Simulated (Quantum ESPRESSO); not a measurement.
# GaN (P6_3mc) in Quantum ESPRESSO: notebook, part 2 of 2

Quantum ESPRESSO 7.5. The steps go on from the part before.

## (3) Band structure, HCTH

Input file pw.in:

```
&CONTROL
  calculation = 'scf'
  prefix = 'pwscf'
  outdir = './tmp'
  pseudo_dir = './pseudo'
  tprnfor = .true.
  tstress = .true.
  disk_io = 'low'
/
&SYSTEM
  ibrav = 0
  celldm(1) = 8
  nat = 4
  ntyp = 2
  ecutwfc = 84
  nbnd = 26
  input_dft = 'XC-000I-000I-162L-000I-000I-000I'
  occupations = 'smearing'
  smearing = 'fd'
  degauss = 0.00367493
/
&ELECTRONS
  conv_thr = 8d-10
  electron_maxstep = 120
  mixing_beta = 0.5
/
ATOMIC_SPECIES
Ga    69.7230 Ga.upf
N     14.0070 N.upf
CELL_PARAMETERS alat
  0.7511661345387   0.0000000000000   0.0000000000000
 -0.3755830672694   0.6505289549650   0.0000000000000
  0.0000000000000   0.0000000000000   1.2202906449771
ATOMIC_POSITIONS crystal
Ga     0.6666666667    0.3333333333    0.5000000000
Ga     0.3333333333    0.6666666667    0.0000000000
N      0.6666666667    0.3333333333    0.8750000000
N      0.3333333333    0.6666666667    0.3750000000
K_POINTS automatic
10 10 5 0 0 0
```

Input file bands.in:

```
&CONTROL
  calculation = 'bands'
  prefix = 'pwscf'
  outdir = './tmp'
  pseudo_dir = './pseudo'
  disk_io = 'low'
  verbosity = 'high'
/
&SYSTEM
  ibrav = 0
  celldm(1) = 8
  nat = 4
  ntyp = 2
  ecutwfc = 84
  nbnd = 26
  input_dft = 'XC-000I-000I-162L-000I-000I-000I'
  occupations = 'smearing'
  smearing = 'fd'
  degauss = 0.00367493
/
&ELECTRONS
  conv_thr = 1d-08
  electron_maxstep = 120
  mixing_beta = 0.5
  diago_full_acc = .true.
  startingwfc = 'random'
/
ATOMIC_SPECIES
Ga    69.7230 Ga.upf
N     14.0070 N.upf
CELL_PARAMETERS alat
  0.7511661345387   0.0000000000000   0.0000000000000
 -0.3755830672694   0.6505289549650   0.0000000000000
  0.0000000000000   0.0000000000000   1.2202906449771
ATOMIC_POSITIONS crystal
Ga     0.6666666667    0.3333333333    0.5000000000
Ga     0.3333333333    0.6666666667    0.0000000000
N      0.6666666667    0.3333333333    0.8750000000
N      0.3333333333    0.6666666667    0.3750000000
K_POINTS crystal
60
 0.0000000000  0.0000000000  0.0000000000 1
 0.0714285714  0.0000000000  0.0000000000 1
 0.1428571429  0.0000000000  0.0000000000 1
 0.2142857143  0.0000000000  0.0000000000 1
 0.2857142857  0.0000000000  0.0000000000 1
 0.3571428571  0.0000000000  0.0000000000 1
 0.4285714286  0.0000000000  0.0000000000 1
 0.5000000000  0.0000000000  0.0000000000 1
 0.4583333333  0.0833333333  0.0000000000 1
 0.4166666667  0.1666666667  0.0000000000 1
 0.3750000000  0.2500000000  0.0000000000 1
 0.3333333333  0.3333333333  0.0000000000 1
 0.2962962963  0.2962962963  0.0000000000 1
 0.2592592593  0.2592592593  0.0000000000 1
 0.2222222222  0.2222222222  0.0000000000 1
 0.1851851852  0.1851851852  0.0000000000 1
 0.1481481481  0.1481481481  0.0000000000 1
 0.1111111111  0.1111111111  0.0000000000 1
 0.0740740741  0.0740740741  0.0000000000 1
 0.0370370370  0.0370370370  0.0000000000 1
 0.0000000000  0.0000000000  0.0000000000 1
 0.0000000000  0.0000000000  0.1250000000 1
 0.0000000000  0.0000000000  0.2500000000 1
 0.0000000000  0.0000000000  0.3750000000 1
 0.0000000000  0.0000000000  0.5000000000 1
 0.0625000000  0.0000000000  0.5000000000 1
 0.1250000000  0.0000000000  0.5000000000 1
 0.1875000000  0.0000000000  0.5000000000 1
 0.2500000000  0.0000000000  0.5000000000 1
 0.3125000000  0.0000000000  0.5000000000 1
 0.3750000000  0.0000000000  0.5000000000 1
 0.4375000000  0.0000000000  0.5000000000 1
 0.5000000000  0.0000000000  0.5000000000 1
 0.4666666667  0.0666666667  0.5000000000 1
 0.4333333333  0.1333333333  0.5000000000 1
 0.4000000000  0.2000000000  0.5000000000 1
 0.3666666667  0.2666666667  0.5000000000 1
 0.3333333333  0.3333333333  0.5000000000 1
 0.3030303030  0.3030303030  0.5000000000 1
 0.2727272727  0.2727272727  0.5000000000 1
 0.2424242424  0.2424242424  0.5000000000 1
 0.2121212121  0.2121212121  0.5000000000 1
 0.1818181818  0.1818181818  0.5000000000 1
 0.1515151515  0.1515151515  0.5000000000 1
 0.1212121212  0.1212121212  0.5000000000 1
 0.0909090909  0.0909090909  0.5000000000 1
 0.0606060606  0.0606060606  0.5000000000 1
 0.0303030303  0.0303030303  0.5000000000 1
 0.0000000000  0.0000000000  0.5000000000 1
 0.5000000000  0.0000000000  0.5000000000 1
 0.5000000000  0.0000000000  0.4000000000 1
 0.5000000000  0.0000000000  0.3000000000 1
 0.5000000000  0.0000000000  0.2000000000 1
 0.5000000000  0.0000000000  0.1000000000 1
 0.5000000000  0.0000000000  0.0000000000 1
 0.3333333333  0.3333333333  0.0000000000 1
 0.3333333333  0.3333333333  0.1250000000 1
 0.3333333333  0.3333333333  0.2500000000 1
 0.3333333333  0.3333333333  0.3750000000 1
 0.3333333333  0.3333333333  0.5000000000 1
```

Potentials or basis: PseudoDojo 0.4.1 SR PBE standard.

Run with:

```console
$ OMP_NUM_THREADS=1 pw.x -in pw.in > pw.out
$ OMP_NUM_THREADS=1 pw.x -in bands.in > bands.out
```

pw.out:

```text
This program is part of the open-source Quantum ESPRESSO suite
     for quantum simulation of materials; please cite
         "P. Giannozzi et al., J. Phys.:Condens. Matter 21 395502 (2009);
         "P. Giannozzi et al., J. Phys.:Condens. Matter 29 465901 (2017);
         "P. Giannozzi et al., J. Chem. Phys. 152 154105 (2020);
     in publications or presentations arising from this work. More details at

     IMPORTANT: XC functional enforced from input :
     Exchange-correlation= XC-000I-000I-162L-000I-000I-000I
                           (   0   0   0 162   0   0   0)
     Any further DFT definition will be discarded
     Please, verify this is what you really want

     Message from routine setup:
     using ibrav=0 with symmetry is DISCOURAGED, use correct ibrav instead

     G-vector sticks info
     --------------------
     sticks:   dense  smooth     PW     G-vecs:    dense   smooth      PW
     Sum         847     847    241                31863    31863    4927

     Using Slab Decomposition

     bravais-lattice index     =            0
     lattice parameter (alat)  =       8.0000  a.u.
     unit-cell volume          =     305.3064 (a.u.)^3
     number of atoms/cell      =            4
     number of atomic types    =            2
     number of electrons       =        36.00
     number of Kohn-Sham states=           26
     kinetic-energy cutoff     =      84.0000  Ry
     charge density cutoff     =     336.0000  Ry
     scf convergence threshold =      8.0E-10
     mixing beta               =       0.5000
     number of iterations used =            8  plain     mixing
     Exchange-correlation= XC-000I-000I-162L-000I-000I-000I
                           (   0   0   0 162   0   0   0)

     celldm(1)=   8.000000  celldm(2)=   0.000000  celldm(3)=   0.000000
     celldm(4)=   0.000000  celldm(5)=   0.000000  celldm(6)=   0.000000

     crystal axes: (cart. coord. in units of alat)
               a(1) = (   0.751166   0.000000   0.000000 )
               a(2) = (  -0.375583   0.650529   0.000000 )
               a(3) = (   0.000000   0.000000   1.220291 )

     reciprocal axes: (cart. coord. in units 2 pi/alat)
               b(1) = (  1.331263  0.768605 -0.000000 )
               b(2) = (  0.000000  1.537211  0.000000 )
               b(3) = (  0.000000 -0.000000  0.819477 )

     PseudoPot. # 1 for Ga read from file:
     Ga.upf
     Pseudo is Norm-conserving + core correction, Zval = 13.0
     Generated using ONCVPSP code by D. R. Hamann
     Using radial grid of 1902 points,  6 beta functions with:
                l(1) =   0
                l(2) =   0
                l(3) =   1
                l(4) =   1
                l(5) =   2
                l(6) =   2

     PseudoPot. # 2 for N  read from file:
     N.upf
     Pseudo is Norm-conserving + core correction, Zval =  5.0
     Generated using ONCVPSP code by D. R. Hamann
     Using radial grid of 1058 points,  4 beta functions with:
                l(1) =   0
                l(2) =   0
                l(3) =   1
                l(4) =   1

     atomic species   valence    mass     pseudopotential
     Ga               13.00    69.72300     Ga( 1.00)
     N                 5.00    14.00700     N ( 1.00)

     12 Sym. Ops. (no inversion) found ( 6 have fractional translation)

   Cartesian axes

     site n.     atom                  positions (alat units)
         1        Ga     tau(   1) = (   0.3755831   0.2168430   0.6101453  )
         2        Ga     tau(   2) = (  -0.0000000   0.4336860   0.0000000  )
         3        N      tau(   3) = (   0.3755831   0.2168430   1.0677543  )
         4        N      tau(   4) = (  -0.0000000   0.4336860   0.4576090  )

     number of k points=    42  Fermi-Dirac smearing, width (Ry)=  0.0037
                       cart. coord. in units 2pi/alat
        k(    1) = (   0.0000000   0.0000000   0.0000000), wk =   0.0040000
        k(    2) = (   0.0000000   0.0000000   0.1638954), wk =   0.0080000
        k(    3) = (   0.0000000   0.0000000   0.3277908), wk =   0.0080000
        k(    4) = (   0.0000000   0.1537211   0.0000000), wk =   0.0240000
        k(    5) = (   0.0000000   0.1537211   0.1638954), wk =   0.0480000
        k(    6) = (   0.0000000   0.1537211   0.3277908), wk =   0.0480000
[... 34 lines left out ...]
        k(   41) = (   0.3993790   0.6917448   0.1638954), wk =   0.0480000
        k(   42) = (   0.3993790   0.6917448   0.3277908), wk =   0.0480000

     Dense  grid:    31863 G-vectors     FFT dimensions: (  36,  36,  60)

     WARNING: libxc functional with ID  162 depends
      on external parameters: check the user_guide of
      QE if you need to modify them or to check their
      default values.

     Initial potential from superposition of free atoms

     starting charge      35.9946, renormalised to      36.0000
     Starting wfcs are   26 randomized atomic wfcs

     Self-consistent Calculation

     iteration #  1     ecut=    84.00 Ry     beta= 0.50
     Davidson diagonalization with overlap
     ethr =  1.00E-02,  avg # of iterations =  4.1

     total energy              =    -350.38119456 Ry
     estimated scf accuracy    <       1.26922816 Ry

     iteration #  2     ecut=    84.00 Ry     beta= 0.50
     Davidson diagonalization with overlap
     ethr =  3.53E-03,  avg # of iterations =  2.0

     total energy              =    -350.74198256 Ry
     estimated scf accuracy    <       0.20819448 Ry

     iteration #  3     ecut=    84.00 Ry     beta= 0.50
     Davidson diagonalization with overlap
     ethr =  5.78E-04,  avg # of iterations =  2.0

     negative rho (up, down):  8.706E-07 0.000E+00

     total energy              =    -350.77669572 Ry
     estimated scf accuracy    <       0.00844668 Ry

     iteration #  4     ecut=    84.00 Ry     beta= 0.50
     Davidson diagonalization with overlap
     ethr =  2.35E-05,  avg # of iterations =  4.3

     total energy              =    -350.77722502 Ry
     estimated scf accuracy    <       0.00136865 Ry
[... 33 lines left out ...]
     total energy              =    -350.77754753 Ry
     estimated scf accuracy    <       0.00000003 Ry

     iteration # 10     ecut=    84.00 Ry     beta= 0.50
     Davidson diagonalization with overlap
     ethr =  8.28E-11,  avg # of iterations =  2.0

     End of self-consistent calculation

          k = 0.0000 0.0000 0.0000 (  3995 PWs)   bands (ev):

    -5.2013  -4.6689  -3.4991  -3.4815  -3.4815  -3.4268  -3.4268  -3.2661
    -3.2661  -3.1752  -3.1752  -1.5565   3.8018   9.6791   9.6791  10.6345
    10.6901  10.6901  13.0273  15.3547  20.2622  20.9621  20.9621  21.8972
    22.7744  22.7744

          k = 0.0000 0.0000 0.1639 (  3965 PWs)   bands (ev):

    -5.1044  -4.6774  -3.4797  -3.4797  -3.4457  -3.4350  -3.4350  -3.2543
    -3.2543  -3.1811  -3.1811  -1.9519   4.4790   9.6350   9.7714   9.7714
    10.5894  10.5894  13.8472  15.4277  20.0001  21.0099  21.0099  21.0431
    22.4243  22.4243
[... 85 lines left out ...]
          k = 0.0000 0.6149 0.3278 (  3972 PWs)   bands (ev):

    -4.6137  -4.5870  -3.4421  -3.4106  -3.3625  -3.3136  -3.2632  -3.2292
    -3.1923  -3.1804  -1.8275  -1.4530   4.5228   4.9719   8.2018   8.6866
     9.1643   9.1974  15.4104  16.0959  18.6056  19.0539  21.0982  21.2476
    22.6686  23.6715

          k = 0.0000-0.7686 0.0000 (  3992 PWs)   bands (ev):

    -4.6717  -4.5945  -3.4376  -3.4194  -3.3313  -3.2939  -3.2527  -3.2467
    -3.1839  -3.1537  -1.6930  -1.0497   4.4146   5.5721   6.5944   8.0355
     8.5573   9.7504  16.1833  16.6203  17.1066  19.5940  21.4049  21.4397
    23.5897  24.4740

          k = 0.0000-0.7686 0.1639 (  3986 PWs)   bands (ev):

    -4.6492  -4.5877  -3.4452  -3.4023  -3.3494  -3.3069  -3.2650  -3.2170
    -3.1832  -3.1614  -1.6464  -1.1199   4.2081   5.1588   7.2163   8.1778
     8.9335   9.5581  15.6072  16.2282  18.2904  19.0622  21.3913  21.7631
    22.3821  24.7036

          k = 0.0000-0.7686 0.3278 (  3958 PWs)   bands (ev):

    -4.6056  -4.5827  -3.4471  -3.4152  -3.3575  -3.3036  -3.2554  -3.2157
    -3.1805  -3.1737  -1.5068  -1.3021   4.1342   4.5007   8.3657   8.5672
     9.0903   9.1273  15.2614  15.8972  18.6431  18.9952  21.1309  21.1903
    22.6823  23.8001

          k = 0.1331 0.2306 0.0000 (  3969 PWs)   bands (ev):

    -4.9897  -4.6358  -3.4647  -3.4509  -3.3985  -3.3889  -3.3063  -3.2829
    -3.2653  -3.2083  -3.1669  -1.3379   4.2081   8.1038   8.6674   9.3595
    10.3414  10.3568  14.5803  16.7336  19.4796  19.4997  21.7432  21.7527
    21.9067  23.4117
[... 155 lines left out ...]
          k = 0.3994 0.6917 0.3278 (  3973 PWs)   bands (ev):

    -4.5752  -4.5700  -3.3982  -3.3780  -3.3666  -3.3237  -3.2510  -3.2489
    -3.2174  -3.2094  -1.2071  -1.0808   4.6880   4.8103   6.4746   7.1874
     8.9650   9.2468  17.3668  17.3886  18.3852  18.8865  19.9575  20.1468
    24.1515  24.8035

     the Fermi energy is    11.7697 ev

!    total energy              =    -350.77754753 Ry
     estimated scf accuracy    <          2.5E-10 Ry
     smearing contrib. (-TS)   =      -0.00000000 Ry
     internal energy E=F+TS    =    -350.77754753 Ry

     The total energy is F=E-TS. E is the sum of the following terms:
     one-electron contribution =    -105.34448498 Ry
     hartree contribution      =      88.56940559 Ry
     xc contribution           =     -99.99551978 Ry
     ewald contribution        =    -234.00694837 Ry

     convergence has been achieved in  10 iterations

     Forces acting on atoms (cartesian axes, Ry/au):

     atom    1 type  1   force =     0.00000000    0.00000000   -0.00567092
     atom    2 type  1   force =    -0.00000000    0.00000000   -0.00567092
     atom    3 type  2   force =     0.00000000    0.00000000    0.00567092
     atom    4 type  2   force =    -0.00000000    0.00000000    0.00567092

     Total force =     0.011342     Total SCF correction =     0.000001

     Computing stress (Cartesian axis) and pressure

          total   stress  (Ry/bohr**3)                   (kbar)     P=       91.30
   0.00057665   0.00000000   0.00000000           84.83        0.00        0.00
   0.00000000   0.00057665   0.00000000            0.00       84.83        0.00
  -0.00000000  -0.00000000   0.00070866           -0.00       -0.00      104.25

=------------------------------------------------------------------------------=
   JOB DONE.
=------------------------------------------------------------------------------=
```

Wall time 2.6 min (1 thread of Arm Neoverse V1, shared host); peak memory 0.13 GiB.

What came out:

```yaml
Free_energy: -4772.5717 eV
Pressure: 9.1 GPa
Largest_force: 0.146 eV/Å
Band_gap_on_the_k_mesh: 2.34 eV, direct
Band_gap_along_the_path: 2.34 eV, direct
```

Forces on the atoms (eV/Å):
```
Ga   0.000  0.000 -0.146
Ga   0.000  0.000 -0.146
N    0.000  0.000  0.146
N    0.000  0.000  0.146
```

Stress tensor (GPa, compression positive):
```
 8.48  0.00  0.00
 0.00  8.48  0.00
 0.00  0.00 10.42
```

Levels at the corners of the path, in eV from the valence-band top:
```
point  band 14  band 15  band 16  band 17  band 18  band 19  band 20  band 21  band 22  band 23
    Γ    -1.01    -1.01    -0.06     0.00     0.00     2.34     4.66     9.57    10.27    10.27
    M    -5.12    -4.10    -2.65    -2.13    -0.94     5.49     5.93     6.42     8.90    10.71
    K    -5.17    -5.10    -2.90    -2.90    -2.60     5.57     8.09     8.09     8.77    10.23
    Γ    -1.01    -1.01    -0.06     0.00     0.00     2.34     4.66     9.57    10.27    10.27
    A    -3.74    -0.52    -0.52    -0.52    -0.52     4.62     4.62     8.91     8.91    10.78
    L    -6.43    -1.87    -1.87    -1.84    -1.84     4.83     4.83     8.14     8.14    10.38
    H    -5.99    -4.03    -4.03    -1.43    -1.43     6.84     6.84     7.69     7.69     9.36
    A    -3.74    -0.52    -0.52    -0.52    -0.52     4.62     4.62     8.91     8.91    10.78
    L    -6.43    -1.87    -1.87    -1.84    -1.84     4.83     4.83     8.14     8.14    10.38
    M    -5.12    -4.10    -2.65    -2.13    -0.94     5.49     5.93     6.42     8.90    10.71
    K    -5.17    -5.10    -2.90    -2.90    -2.60     5.57     8.09     8.09     8.77    10.23
    H    -5.99    -4.03    -4.03    -1.43    -1.43     6.84     6.84     7.69     7.69     9.36
```

Caveat: the potentials were made for another functional, which shifts forces and pressure.

## (4) Band structure, B86bPBE

Changes to pw.in since step 3:

```diff
@@ -16,3 +16,3 @@
   nbnd = 26
-  input_dft = 'XC-000I-000I-162L-000I-000I-000I'
+  input_dft = 'b86bpbe'
   occupations = 'smearing'
```

Changes to bands.in since step 3:

```diff
@@ -15,3 +15,3 @@
   nbnd = 26
-  input_dft = 'XC-000I-000I-162L-000I-000I-000I'
+  input_dft = 'b86bpbe'
   occupations = 'smearing'
```

Run with:

```console
$ OMP_NUM_THREADS=1 pw.x -in pw.in > pw.out
$ OMP_NUM_THREADS=1 pw.x -in bands.in > bands.out
```

Wall time 2.7 min (1 thread of Arm Neoverse V1, shared host); peak memory 0.13 GiB.

Results (log left out):

```yaml
Free_energy: -4732.4166 eV
Pressure: 8.4 GPa
Largest_force: 0.137 eV/Å
Band_gap_on_the_k_mesh: 2.02 eV, direct
Band_gap_along_the_path: 2.02 eV, direct
```

Forces on the atoms (eV/Å):
```
Ga   0.000  0.000 -0.137
Ga   0.000  0.000 -0.137
N    0.000  0.000  0.137
N    0.000  0.000  0.137
```

Stress tensor (GPa, compression positive):
```
7.66 0.00 0.00
0.00 7.66 0.00
0.00 0.00 9.83
```

Levels at the corners of the path, in eV from the valence-band top:
| point | band 16 | band 17 | band 18 | band 19 | band 20 | band 21 |
| --- | --- | --- | --- | --- | --- | --- |
| Γ | -0.06 | 0.00 | 0.00 | 2.02 | 4.35 | 9.29 |
| M | -2.76 | -2.24 | -0.98 | 5.14 | 5.66 | 6.12 |
| K | -3.02 | -3.02 | -2.70 | 5.20 | 7.89 | 7.89 |
| Γ | -0.06 | 0.00 | 0.00 | 2.02 | 4.35 | 9.29 |
| A | -0.54 | -0.54 | -0.54 | 4.34 | 4.34 | 8.59 |
| L | -1.95 | -1.92 | -1.92 | 4.49 | 4.49 | 7.88 |
| H | -4.20 | -1.50 | -1.50 | 6.54 | 6.54 | 7.38 |
| A | -0.54 | -0.54 | -0.54 | 4.34 | 4.34 | 8.59 |
| L | -1.95 | -1.92 | -1.92 | 4.49 | 4.49 | 7.88 |
| M | -2.76 | -2.24 | -0.98 | 5.14 | 5.66 | 6.12 |
| K | -3.02 | -3.02 | -2.70 | 5.20 | 7.89 | 7.89 |
| H | -4.20 | -1.50 | -1.50 | 6.54 | 6.54 | 7.38 |

Caveat: the potentials were made for another functional, which shifts forces and pressure.

## (5) Summary

```tsv
level	gap on the mesh (eV)	pressure (GPa)	largest force (eV/Å)
SOGGA	1.86	0.5	0.13
HCTH	2.34	9.1	0.15
B86bPBE	2.02	8.4	0.14
```

Alike in all rows: task band structure; potentials or basis PseudoDojo 0.4.1 SR PBE standard; no spin polarisation; cell as given; k mesh 10 × 10 × 5; cutoff (eV) 1143; smearing fermi-dirac 0.05 eV.

On the cell as given the gap runs from 1.86 eV (SOGGA) to 2.34 eV (HCTH). The pressure there spans 0.5 GPa (SOGGA) to 9.1 GPa (HCTH); a positive pressure means that this level wants a larger cell, a negative one a smaller.

Caveats: the potentials were made for another functional, which shifts forces and pressure; SOGGA exchange is joined with the correlation of PBE here (some runs).

Total energies depend on the potentials used, so only differences within one code and one set of settings carry meaning.

## (6) Against experiment

Step 2. Against the measured gap of GaN, 3.503 eV (direct; quoted in “Studying electronic properties in GaN without electrical contacts using γ-γ vs e−-γ Perturbed Angular Correlations”, 2019, pmc:6823545), the calculated 1.86 eV is off by -1.64 eV. Spin-orbit coupling on Ga is left out. The value is that of SOGGA, without temperature or zero-point motion.

Step 3. Against the measured gap of GaN, 3.503 eV (direct; quoted in “Studying electronic properties in GaN without electrical contacts using γ-γ vs e−-γ Perturbed Angular Correlations”, 2019, pmc:6823545), the calculated 2.34 eV is off by -1.17 eV. Spin-orbit coupling on Ga is left out. The value is that of HCTH, without temperature or zero-point motion.

Step 4. Measured gap of GaN: 3.503 eV (direct; quoted in “Studying electronic properties in GaN without electrical contacts using γ-γ vs e−-γ Perturbed Angular Correlations”, 2019, pmc:6823545). This calculation gives 2.02 eV (-1.48 eV). Spin-orbit coupling on Ga is left out. The value is that of B86bPBE, without temperature or zero-point motion.
